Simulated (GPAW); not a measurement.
**Te2Pt (Moncheite) in GPAW: the effect of volume over the given one**

The system is Te2Pt (Moncheite).

```
Pt Te
1.0
     4.01000    0.00000    0.00000
    -2.00500    3.47276    0.00000
     0.00000    0.00000    5.20100
Pt Te
1 2
Direct
  0.00000 0.00000 0.00000
  0.66667 0.33333 0.75000
  0.33333 0.66667 0.25000
```

Alike in all runs:

* Program: GPAW 26.7.0
* Task: phonons
* Functional: PBEsol
* Potentials or basis: PAW data sets generated in the run's folder for this functional
* Cutoff: 510 eV
* Basis: pw
* Occupations: fermi-dirac, width 0.05 eV
* Spin: no spin polarisation

Each run relaxes the cell or the atoms first.

| volume over the given one | k mesh | pressure (GPa) | highest phonon frequency (cm⁻¹) |
| --- | --- | --- | --- |
| 1 | 7 × 7 × 5 | 0.4 | 171 |
| 0.96 | 7 × 7 × 5 | 3.6 | 179 |
| 1.04 | 7 × 7 × 5 | -2.1 | 164 |
| 0.92 | 7 × 7 × 5 | 8.0 | 187 |
| 1.08 | 6 × 6 × 5 | -4.2 | 157 |
| 0.88 | 7 × 7 × 5 | ? | ? |

**Question.** What does the run with volume over the given one 0.88 give?

**Answer.** Pressure 13.6 GPa; highest phonon frequency 195 cm⁻¹.

Worked out: A parabola through the other rows of the pressure, of slope -132 GPa per unit of volume over the given one there, extrapolates to 12.8 GPa, against the run's 13.6. A straight line through the other rows of the highest phonon frequency, of slope -187 cm⁻¹ per unit of volume over the given one, extrapolates to 194 cm⁻¹, against the run's 195.

Caveats: the cutoff is short for stress and forces, so pressures can be off by a GPa or more; the cell is more than 3 GPa from zero pressure, which shifts response properties (some runs).
